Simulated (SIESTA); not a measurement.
# Ir under changes of volume

One of the cells (14.059 Å³/atom); the others are scaled copies at fixed shape and fractional positions:

```
Ir
1.0
     0.00000    1.91560    1.91560
     1.91560    0.00000    1.91560
     1.91560    1.91560    0.00000
Ir
1
Direct
  0.00000 0.00000 0.00000
```

| Item | Value |
| --- | --- |
| Program | SIESTA 5.4.2 |
| Functional | LDA |
| Potentials or basis | PseudoDojo 0.4 standard (LDA files) |
| Basis | DZP (energy shift 0.003 Ry; two zetas on semicore shells) |
| Grid cutoff | 800 Ry |
| Energy shift | 0.003 Ry |
| k mesh | 12 × 12 × 12 |
| Occupations | fermi-dirac, width 0.05 eV |
| Spin | no spin polarisation |

```tsv
volume (Å³/atom)	energy over the lowest point (meV/atom)	pressure (GPa)
13.215	52.98	24.9
13.496	18.66	14.7
13.778	?	?
14.059	0.00	-3.0
14.340	11.89	-10.1
14.621	35.53	-16.6
14.902	69.74	-22.1
```

What does the run at 13.778 Å³/atom give?

Energy over the lowest point 1.73 meV/atom; pressure 5.0 GPa.

Worked out: A Birch-Murnaghan fit of order 3 (a polynomial in V^(-2/3)) to the other rows has its minimum at 13.95 Å³/atom with B0 = V·E''(V) = 400 GPa and B' = 5.3. It gives 1.65 meV/atom at 13.778 Å³/atom, against the run's 1.73, and -dE/dV = 5.1 GPa, against 5.0.

Energies are extrapolated to zero smearing.

Caveats: short orbitals over semicore shells can move pressures by several GPa; the basis of atomic orbitals isn't converged, which shifts pressures, moduli and gaps.
